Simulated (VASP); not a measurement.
Method: optB88-vdW, VASP's PBE PAW potentials (set 64) (plane waves; VASP).

Input for VASP

KPOINTS:
```
Automatic mesh
0
Gamma
7 7 7
0 0 0
```

**INCAR**
```
# general
SYSTEM   = ZrO2
PREC     = Accurate
ENCUT    = 520
LREAL    = .False.
LASPH    = .True.

# electronic loop
EDIFF    = 1E-6
NELM     = 100
ALGO     = Normal
LMAXMIX  = 4

# smearing
ISMEAR   = 0
SIGMA    = 0.05

# functional
GGA      = BO
LUSE_VDW = .True.
AGGAC    = 0.0
PARAM1   = 0.1833333333
PARAM2   = 0.22

# ions
IBRION   = 2
NSW      = 60
ISIF     = 3
EDIFFG   = -0.02

# output
LWAVE    = .False.
LCHARG   = .False.
```

File POSCAR:
```
ZrO2
1.0
  0.0000000000   2.5555423325   2.5555423325
  2.5555423325   0.0000000000   2.5555423325
  2.5555423325   2.5555423325   0.0000000000
Zr O
1 2
Cartesian
  0.0000000000   0.0000000000   0.0000000000
  1.2777711662   1.2777711662   1.2777711662
  3.8333134987   3.8333134987   3.8333134987
```

POTCAR, in this order: Zr_sv O (PBE.64 set). Program: vasp_std.

The resulting files:

File OSZICAR:
```
       N       E                     dE             d eps       ncg     rms          rms(c)
DAV:   1     0.194215545658E+03    0.19422E+03   -0.14857E+04   640   0.154E+03
DAV:   2    -0.228055765859E+02   -0.21702E+03   -0.21352E+03   848   0.386E+02
DAV:   3    -0.299232404592E+02   -0.71177E+01   -0.71130E+01   960   0.700E+01
DAV:   4    -0.300396173815E+02   -0.11638E+00   -0.11635E+00   872   0.765E+00
DAV:   5    -0.300419533210E+02   -0.23359E-02   -0.23359E-02   880   0.717E-01    0.243E+01
DAV:   6    -0.232304122227E+02    0.68115E+01   -0.40076E+01   728   0.485E+01    0.948E+00
DAV:   7    -0.231686910685E+02    0.61721E-01   -0.15269E+00   896   0.102E+01    0.606E+00
DAV:   8    -0.231319185037E+02    0.36773E-01   -0.18618E-01   816   0.450E+00    0.462E-01
DAV:   9    -0.231320934656E+02   -0.17496E-03   -0.14874E-02   856   0.903E-01    0.328E-01
DAV:  10    -0.231328816430E+02   -0.78818E-03   -0.44960E-03   808   0.694E-01    0.134E-01
DAV:  11    -0.231328604342E+02    0.21209E-04   -0.13263E-03   792   0.300E-01    0.111E-01
DAV:  12    -0.231328183719E+02    0.42062E-04   -0.22057E-04   752   0.115E-01    0.316E-03
DAV:  13    -0.231328190025E+02   -0.63066E-06   -0.48775E-06   760   0.189E-02
   1 F= -.23132819E+02 E0= -.23132819E+02  d E =-.231328E+02
```

File OUTCAR:
```
------------------------ aborting loop because EDIFF is reached ----------------------------------------
  FORCE on cell =-STRESS in cart. coord.  units (eV):
  Direction    XX          YY          ZZ          XY          YZ          ZX
  --------------------------------------------------------------------------------------
  Total       -0.0045735     -0.0045735     -0.0045735      0.0000000      0.0000000     -0.0000000
  in kB       -0.2195242     -0.2195242     -0.2195242      0.0000000      0.0000000     -0.0000000
  external PRESSURE =      -0.2195242 kB  Pullay stress =       0.0000000 kB
  volume of cell :       33.38
      direct lattice vectors                 reciprocal lattice vectors
     0.000000000  2.555542332  2.555542332    -0.195653186  0.195653186  0.195653186
     2.555542332  0.000000000  2.555542332     0.195653186 -0.195653186  0.195653186
     2.555542332  2.555542332  0.000000000     0.195653186  0.195653186 -0.195653186
 POSITION                                       TOTAL-FORCE (eV/Angst)
 -----------------------------------------------------------------------------------
      0.00000      0.00000      0.00000         0.000000     -0.000000      0.000000
      1.27777      1.27777      1.27777         0.000000      0.000000     -0.000000
      3.83331      3.83331      3.83331        -0.000000      0.000000      0.000000
 -----------------------------------------------------------------------------------
    total drift:                                0.000000      0.000000      0.000000
  FREE ENERGIE OF THE ION-ELECTRON SYSTEM (eV)
  ---------------------------------------------------
  free  energy   TOTEN  =       -23.1328190025 eV

  energy  without entropy=      -23.1328190025  energy(sigma->0) =      -23.13281900

 reached required accuracy - stopping structural energy minimisation
```
(Selected blocks of OUTCAR.)

The compound is ZrO2 in the fluorite structure, the high-temperature cubic form, which is unstable at 0 K; the monoclinic form is the stable one. It was relaxed first. The start is the result of an earlier pass.
